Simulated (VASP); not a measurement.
## ZnTe (zinc blende): computed properties

Method: PBEsol GGA, VASP's PBE PAW potentials (set 64) (plane waves; VASP).

```
Item                                                                                                                 Value
-----------------------------------------------  -------------------------------------------------------------------------
space group                                                                                                    F-43m (216)
cell                                             a = 6.065 Å, b = 6.065 Å, c = 6.065 Å, α = 90.00°, β = 90.00°, γ = 90.00°
volume per atom                                                                                              27.88 Å³/atom
band gap (over mesh and band path)                                                                                 1.24 eV
smallest direct gap (over mesh and band path)                                                                      1.24 eV
Hill bulk modulus                                                                                                 51.8 GPa
Hill shear modulus                                                                                                24.1 GPa
Poisson's ratio                                                                                                      0.298
band-edge character without spin-orbit coupling                                                             direct, Γ to Γ
band gap with spin-orbit coupling                                                                                  0.96 eV
density                                                                                                         5.75 g/cm³
optical Γ-point spectrum                                                                                     183 (×3) cm⁻¹
C11                                                                                                               72.6 GPa
C12                                                                                                               41.4 GPa
C44                                                                                                               32.3 GPa
```

```
ZnTe
1.0
    0.00000     3.03240     3.03240
    3.03240     0.00000     3.03240
    3.03240     3.03240     0.00000
Zn Te
1 1
Cartesian
  0.00000   0.00000   0.00000
  1.51620   1.51620   1.51620
```

Measured: gap 2.43 eV (computed value off by -1.19 eV), as given by Anna Miglio et al., npj Computational Materials (2020), arXiv:2011.12765 [zero-point renormalisation of 40 meV (experimental, the table's column) added back]; a 6.104 Å (computed value off by -0.6 %), as given by Martin Albrecht et al., Physical review. B, Condensed matter (1997), arXiv:cond-mat/9706128; bulk modulus 51.0 GPa (computed value off by +1.6 %), shear modulus 23.4 GPa (computed value off by +3.1 %), as given by Cormac Toher et al., Physical Review Materials (2017), arXiv:1611.05714. The calculation is for a static lattice, while the measured a, bulk modulus, shear modulus hold thermal and zero-point effects, which are part of the difference.  Unless said otherwise, spin-orbit coupling is left out, though it shifts the bands of the heavy elements here.

The compound is ZnTe in the zinc blende structure. It was relaxed first. Symmetry was kept, so distortions that lower it aren't found.
